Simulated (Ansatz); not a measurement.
Geometry optimisation in Ansatz: input, command and trajectory.

```yaml
crystal:
  lattice:
    - [-2.1430083814, 2.1430083814, 5.4844963182]
    - [2.1430083814, -2.1430083814, 5.4844963182]
    - [2.1430083814, 2.1430083814, -5.4844963182]
  atoms:
    - { symbol: Pb, position: [0.0, 0.0, 0.0] }
    - { symbol: Pb, position: [0.75, 0.25, 0.5] }
    - { symbol: O, position: [0.7994728181, 0.7994728181, 0.0] }
    - { symbol: O, position: [0.2005271819, 0.2005271819, 0.0] }
    - { symbol: O, position: [0.9505271819, 0.4505271819, 0.5] }
    - { symbol: O, position: [0.5494728181, 0.0494728181, 0.5] }
basis:
  ecutwfc: 420
kpoints:
  mp_grid: { grid: [12, 12, 12] }
hamiltonian:
  xc: pbe
scf:
  occupations: { method: gaussian, width: 0.1 }
output:
  forces: true
  stress: true
  eigenvalues: true
  write_density: true
  write_potential: true
  elf: true
  volumetric_format: npy
relax:
  adjacent_minimum: "off"
  f_tol: 0.01
  max_steps: 60
  cell: { stress_tol: 0.1 }
```

```bash
ansatz run input.yaml --threads 2 --pin off --max-ram 5120MiB --backend cpu --events-out ev --progress --plain --runs-dir out
```

Theory: DFT PBE, scalar-relativistic, plane waves, PAW in Ansatz 0.2.0.

Of 6 frames 5 are shown, positions in Å and forces in eV/Å; the SCF threshold varies from step to step. Steps run on the plane waves of an earlier cell, with a Pulay correction in the pressure. The basis is chosen afresh for the last frame, the zero of the energies, and at times for earlier ones too; energy and pressure step there, also at an unchanged geometry.

```xyz
6
Lattice="-2.1430 2.1430 5.4845 2.1430 -2.1430 5.4845 2.1430 2.1430 -5.4845" Properties=species:S:1:pos:R:3:forces:R:3 pbc="T T T" step=1 free_energy_over_end_meV_per_atom=0.09 pressure_GPa=0.11
Pb    0.0000    0.0000    0.0000    0.0000    0.0000    0.0000
Pb    0.0000    2.1430    2.7422    0.0000    0.0000    0.0000
O     0.0000    0.0000    8.7694    0.0000    0.0000   -0.0034
O     0.0000    0.0000    2.1996    0.0000    0.0000    0.0034
O     0.0000    2.1430    4.9418    0.0000    0.0000    0.0034
O     0.0000    2.1430    0.5427    0.0000    0.0000   -0.0034
6
Lattice="-2.1453 2.1453 5.4765 2.1453 -2.1453 5.4765 2.1453 2.1453 -5.4765" Properties=species:S:1:pos:R:3:forces:R:3 pbc="T T T" step=2 free_energy_over_end_meV_per_atom=0.09 pressure_GPa=0.00
Pb    0.0000    0.0000    0.0000    0.0000    0.0000    0.0000
Pb    0.0000    2.1453    2.7383    0.0000    0.0000    0.0000
O     0.0000    0.0000    8.7536    0.0000    0.0000    0.0132
O     0.0000    0.0000    2.1995    0.0000    0.0000   -0.0132
O     0.0000    2.1453    4.9378    0.0000    0.0000   -0.0132
O     0.0000    2.1453    0.5388    0.0000    0.0000    0.0132
6
Lattice="-2.1475 2.1475 5.4669 2.1475 -2.1475 5.4669 2.1475 2.1475 -5.4669" Properties=species:S:1:pos:R:3:forces:R:3 pbc="T T T" step=3 free_energy_over_end_meV_per_atom=0.10 pressure_GPa=-0.02
Pb    0.0000    0.0000    0.0000    0.0000    0.0000    0.0000
Pb    0.0000    2.1475    2.7335    0.0000    0.0000    0.0000
O     0.0000    0.0000    8.7371    0.0000    0.0000    0.0077
O     0.0000    0.0000    2.1968    0.0000    0.0000   -0.0077
O     0.0000    2.1475    4.9303    0.0000    0.0000   -0.0077
O     0.0000    2.1475    0.5366    0.0000    0.0000    0.0077
6
Lattice="-2.1475 2.1475 5.4669 2.1475 -2.1475 5.4669 2.1475 2.1475 -5.4669" Properties=species:S:1:pos:R:3:forces:R:3 pbc="T T T" step=4 free_energy_over_end_meV_per_atom=0.01 pressure_GPa=-0.01
Pb    0.0000    0.0000    0.0000    0.0000    0.0000    0.0000
Pb    0.0000    2.1475    2.7335    0.0000    0.0000    0.0000
O     0.0000    0.0000    8.7371    0.0000    0.0000    0.0077
O     0.0000    0.0000    2.1968    0.0000    0.0000   -0.0077
O     0.0000    2.1475    4.9303    0.0000    0.0000   -0.0077
O     0.0000    2.1475    0.5366    0.0000    0.0000    0.0077
6
Lattice="-2.1490 2.1490 5.4597 2.1490 -2.1490 5.4597 2.1490 2.1490 -5.4597" Properties=species:S:1:pos:R:3:forces:R:3 pbc="T T T" step=6 free_energy_over_end_meV_per_atom=0.00 pressure_GPa=0.01
Pb    0.0000    0.0000    0.0000    0.0000    0.0000    0.0000
Pb    0.0000    2.1490    2.7298    0.0000    0.0000    0.0000
O     0.0000    0.0000    8.7248    0.0000    0.0000    0.0000
O     0.0000    0.0000    2.1945    0.0000    0.0000    0.0000
O     0.0000    2.1490    4.9243    0.0000    0.0000    0.0000
O     0.0000    2.1490    0.5354    0.0000    0.0000    0.0000
```

Time: 100 s on 2 threads of Arm Neoverse V1 (shared host), peak memory 0.7 GiB.

Spin–orbit coupling is left out, which can shift energies with elements as heavy as these.